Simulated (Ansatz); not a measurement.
InSe:

```xyz
4
Lattice="2.0000 1.1547 8.4400 -2.0000 1.1547 8.4400 0.0000 -2.3094 8.4400" Properties=species:S:1:pos:R:3 pbc="T T T"
In    0.0000    0.0000   22.4994
In    0.0000    0.0000    0.0000
Se    0.0000    0.0000    4.3525
Se    0.0000    0.0000    9.7102
```

Base run:

- Program: Ansatz 0.2.0
- Functional: HSE06
- Potentials or basis: Ansatz PAW
- Cutoff: 420 eV (not typed: the program's choice for these potentials)
- k mesh: 6 × 6 × 6
- Occupations: fermi-dirac, width 0.05 eV
- Spin: no spin polarisation

Its results: band gap on the k mesh 1.18 eV, direct; pressure 1.0 GPa; largest force 0.183 eV/Å.

**Question.** The run is repeated on the same cell with these changes: functional from HSE06 to PBE0. What comes out?

**Answer.** Band gap on the k mesh 1.76 eV, direct; pressure 0.9 GPa; largest force 0.179 eV/Å.

Caveats: spin-orbit coupling is left out, which moves the levels of the heavy elements; the PAW data sets come from PBE, with cores solved anew for the run's functional, which leaves a small shift of forces and pressure; the thresholds are loose for stress.
